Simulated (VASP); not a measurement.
Computed with PBE GGA with D3 dispersion (zero damping), VASP's PBE PAW potentials (set 64) (plane waves; VASP).

The input files of a VASP run:

INCAR:
```
# general
SYSTEM   =  CsI
PREC     =  Accurate
ENCUT    =  520
LREAL    =  .False.
LASPH    =  .True.   # aspherical one-centre terms
ICHARG   =  11   # fixed density

# electronic loop
EDIFF    =  1E-7
NELM     =  100
ALGO     =  Normal   # blocked Davidson
LMAXMIX  =  4

# smearing
ISMEAR   =  0
SIGMA    =  0.05

# functional
GGA      =  PE
IVDW     =  11   # D3, zero damping

# output
LWAVE    =  .False.
LCHARG   =  .False.
LORBIT   =  11   # lm-projected
```

File POSCAR:
```
CsI
1
    4.6705561252     0.0000000000     0.0000000000
    0.0000000000     4.6705561252     0.0000000000
    0.0000000000     0.0000000000     4.6705561252
Cs I
1 1
Direct
  0.0000000000   0.0000000000   0.0000000000
  0.5000000000   0.5000000000   0.5000000000
```

**KPOINTS**
```
k-points along high-symmetry lines
15
Line-mode
Reciprocal
  0.000000   0.000000   0.000000 ! GAMMA
  0.000000   0.500000   0.000000 ! X

  0.000000   0.500000   0.000000 ! X
  0.500000   0.500000   0.000000 ! M

  0.500000   0.500000   0.000000 ! M
  0.000000   0.000000   0.000000 ! GAMMA

  0.000000   0.000000   0.000000 ! GAMMA
  0.500000   0.500000   0.500000 ! R

  0.500000   0.500000   0.500000 ! R
  0.000000   0.500000   0.000000 ! X

  0.500000   0.500000   0.500000 ! R
  0.500000   0.500000   0.000000 ! M
```

POTCAR, in this order: Cs_sv I (PBE.64 set). Program: vasp_std. Read from the step before: CHGCAR.

What VASP printed:

### OSZICAR
```
       N       E                     dE             d eps       ncg     rms          rms(c)
DAV:   1     0.923130461585E+02    0.92313E+02   -0.61551E+03  2160   0.108E+03
DAV:   2     0.237174407642E+01   -0.89941E+02   -0.84715E+02  3192   0.165E+02
DAV:   3    -0.529996620937E+01   -0.76717E+01   -0.76438E+01  2732   0.552E+01
DAV:   4    -0.541336918959E+01   -0.11340E+00   -0.11337E+00  2600   0.828E+00
DAV:   5    -0.541491724522E+01   -0.15481E-02   -0.15480E-02  2696   0.982E-01
DAV:   6    -0.541496485177E+01   -0.47607E-04   -0.47606E-04  2824   0.152E-01
DAV:   7    -0.541496591611E+01   -0.10643E-05   -0.10643E-05  2676   0.203E-02
DAV:   8    -0.541496596019E+01   -0.44081E-07   -0.44102E-07  2364   0.363E-03
   1 F= -.59059301E+01 E0= -.59059301E+01  d E =-.468998E-15
```

### OUTCAR
```
 val. band max:        0.4290771439   @ k =   0.5000   0.5000   0.0000

 cond. band min:       4.0968579944   @ k =   0.0000   0.0000   0.0000



 k-point     1 :       0.0000    0.0000    0.0000
  band No.  band energies     occupation
      1     -20.0536      2.00000
      2     -10.1295      2.00000
      3      -6.7621      2.00000
      4      -6.7621      2.00000
      5      -6.7621      2.00000
      6       0.3325      2.00000
      7       0.3325      2.00000
      8       0.3325      2.00000
      9       4.0969      0.00000
     10       4.7014      0.00000
     11       4.7014      0.00000
     12       8.0416      0.00000

 k-point     2 :       0.0000    0.0357    0.0000
  band No.  band energies     occupation
      1     -20.0533      2.00000
      2     -10.1294      2.00000
      3      -6.7639      2.00000
      4      -6.7615      2.00000
      5      -6.7615      2.00000
      6       0.3090      2.00000
      7       0.3312      2.00000
      8       0.3312      2.00000
      9       4.1267      0.00000
     10       4.7087      0.00000
     11       4.7269      0.00000
     12       8.0392      0.00000

 k-point     3 :       0.0000    0.0714    0.0000
  band No.  band energies     occupation
      1     -20.0527      2.00000
      2     -10.1294      2.00000
      3      -6.7694      2.00000
      4      -6.7597      2.00000
      5      -6.7597      2.00000
      6       0.2417      2.00000
      7       0.3272      2.00000
      8       0.3272      2.00000
      9       4.2127      0.00000
     10       4.7305      0.00000
     11       4.8029      0.00000
     12       8.0225      0.00000

 k-point     4 :       0.0000    0.1071    0.0000
  band No.  band energies     occupation
      1     -20.0516      2.00000
      2     -10.1292      2.00000
      3      -6.7781      2.00000
      4      -6.7569      2.00000
      5      -6.7569      2.00000
      6       0.1389      2.00000
      7       0.3207      2.00000
...
```

The density is held fixed in this step, so its total energy and stress have no physical meaning. Unless said otherwise, spin-orbit coupling is left out, though it shifts the bands of the heavy elements here.

The compound is CsI in the CsCl type structure. It was relaxed first, which changed the volume by +7 %.
